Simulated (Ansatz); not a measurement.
Space group F-43m (No. 216). a = 6.195 Å, b = 6.195 Å, c = 6.195 Å, α = 90.00°, β = 90.00°, γ = 90.00°
```json
{"atom": "Cd", "site": "4a", "symmetry": "-43m", "x": "0.0000", "y": "0.0000", "z": "0.0000"}
{"atom": "Se", "site": "4d", "symmetry": "-43m", "x": "0.2500", "y": "0.7500", "z": "0.2500"}
```

Equation of state of this CdSe structure (not necessarily the ground state), with shape and atoms relaxed at each volume where symmetry leaves them free. The calculation used DFT PBE, scalar-relativistic, plane waves, PAW (Ansatz 0.2.0).

Cutoff 420 eV; k points 12×12×12 on the computed 2-atom cell (Γ-centred); Gaussian smearing, width 0.02 eV; no spin polarisation.

```json
{"V (Å³/atom)": "26.151", "E − E(largest V) (meV/atom)": "42.58", "P (GPa)": "7.76", "gap on mesh (eV)": "0.75"}
{"V (Å³/atom)": "27.042", "E − E(largest V) (meV/atom)": "6.44", "P (GPa)": "5.30", "gap on mesh (eV)": "0.69"}
{"V (Å³/atom)": "27.934", "E − E(largest V) (meV/atom)": "-17.14", "P (GPa)": "3.23", "gap on mesh (eV)": "0.62"}
{"V (Å³/atom)": "28.825", "E − E(largest V) (meV/atom)": "-30.16", "P (GPa)": "1.49", "gap on mesh (eV)": "0.56"}
{"V (Å³/atom)": "29.717", "E − E(largest V) (meV/atom)": "-34.27", "P (GPa)": "0.03", "gap on mesh (eV)": "0.49"}
{"V (Å³/atom)": "30.608", "E − E(largest V) (meV/atom)": "-30.87", "P (GPa)": "-1.21", "gap on mesh (eV)": "0.43"}
{"V (Å³/atom)": "31.500", "E − E(largest V) (meV/atom)": "-21.13", "P (GPa)": "-2.26", "gap on mesh (eV)": "0.37"}
{"V (Å³/atom)": "32.688", "E − E(largest V) (meV/atom)": "0.00", "P (GPa)": "-3.40", "gap on mesh (eV)": "0.30"}
```

Question: Fit a third-order Birch–Murnaghan equation, E = E0 + (9V0B0/16)·[(x − 1)³B0' + (x − 1)²(6 − 4x)] with x = (V0/V)^(2/3), to E(V).

Answer: V0 = 29.73 Å³/atom, B0 = 45 GPa, B0' = 4.7.

The cell was found from a structure generator's guess, not taken from experiment.
